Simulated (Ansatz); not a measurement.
Space group F-43m (No. 216). a = 6.509 Å, b = 6.509 Å, c = 6.509 Å, α = 90.00°, β = 90.00°, γ = 90.00°
```tsv
atom	site	symmetry	x	y	z
Mg	4a	-43m	0.0000	0.0000	0.0000
Te	4c	-43m	0.2500	0.2500	0.2500
```

Equation of state of this MgTe structure (not necessarily the ground state), with shape and atoms relaxed at each volume where symmetry leaves them free. The calculation used Ansatz 0.2.0, DFT PBE, scalar-relativistic, plane waves, PAW.

Cutoff 420 eV; k points 8×8×8 on the computed 2-atom cell (Γ-centred); Gaussian smearing, width 0.02 eV; no spin polarisation.

```csv
V (Å³/atom),E − E(largest V) (meV/atom),P (GPa),gap on mesh (eV)
30.339,34.18,5.65,2.68
31.373,3.56,3.89,2.74
32.407,-16.54,2.38,2.61
33.442,-27.65,1.09,2.46
34.476,-31.08,-0.01,2.33
35.510,-27.91,-0.95,2.20
36.544,-19.12,-1.76,2.08
37.923,0.00,-2.65,1.93
```

Problem. Fit a third-order Birch–Murnaghan equation to E(V).

Solution. V0 = 34.47 Å³/atom, B0 = 34 GPa, B0' = 4.2.

Spin-orbit coupling is left out, which matters for the bands of heavy elements.

This zinc-blende form isn't the usual stable structure of the compound.